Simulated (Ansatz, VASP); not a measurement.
Two plane-wave programs on CdS

INCAR

```
PREC = Accurate ; ENCUT = 600
EDIFF = 1E-7 ; ISMEAR = 0
SIGMA = 0.02 ; LREAL = False
LASPH = True ; NELM = 80
ALGO = Normal ; ISIF = 3
LWAVE = False ; LCHARG = False
GGA = PE ; IVDW = 12
IBRION = 2 ; NSW = 100
EDIFFG = -0.005
```

Contents of KPOINTS:

```
Automatic mesh
0
Gamma
  8 8 8
```

POSCAR

```
CdS
1.0
    0.0000000000      2.9100000000      2.9100000000
    2.9100000000      0.0000000000      2.9100000000
    2.9100000000      2.9100000000      0.0000000000
Cd S
1 1
Direct
    0.0000000000      0.0000000000      0.0000000000
    0.7500000000      0.7500000000      0.7500000000
```

Input for Ansatz:

```yaml
crystal:
  lattice:
    - [0.0, 2.91, 2.91]
    - [2.91, 0.0, 2.91]
    - [2.91, 2.91, 0.0]
  atoms:
    - { symbol: Cd, position: [0.0, 0.0, 0.0] }
    - { symbol: S, position: [0.75, 0.75, 0.75] }
basis:
  ecutwfc: 420
kpoints:
  mp_grid: { grid: [8, 8, 8] }
hamiltonian:
  xc: pbe
  dispersion: d3bj
scf:
  occupations: { method: gaussian, width: 0.02 }
output:
  forces: true
  stress: true
  eigenvalues: true
  write_density: true
  write_potential: true
  elf: true
  volumetric_format: npy
relax:
  adjacent_minimum: "off"
  f_tol: 0.005
  max_steps: 80
  cell: { stress_tol: 0.05 }
```

Alike in both runs: task relaxation of cell and atoms; functional PBE; dispersion D3(BJ); k mesh 8 × 8 × 8; occupations gaussian, width 0.02 eV; no spin polarisation.

|  | VASP | Ansatz |
| --- | --- | --- |
| version | VASP 6.6.1 | Ansatz 0.2.0 |
| potentials or method | VASP PAW PBE potentials, release 64 (Cd, S) | scalar-relativistic, plane waves, PAW |
| plane-wave cutoff (eV) | 600 | 420 |
| valence electrons in the cell | 18 | 26 |

```csv
,VASP,Ansatz,Ansatz less VASP
"gap on the k mesh at the Fermi level, each at its own relaxed structure (eV)",1.12,1.13,+0.009
relaxed volume (Å³/atom),25.19,25.04,-0.149
relaxed cell length with the largest relative difference (Å),4.146,4.138,-0.0082
energy change over the relaxation (meV/atom),-2,-1,+1.0
```

The two sets of potentials don't hold the same shells in valence.

As with any semilocal functional, this PBE gap is likely too small. Zero-point motion and thermal expansion aren't in these numbers.
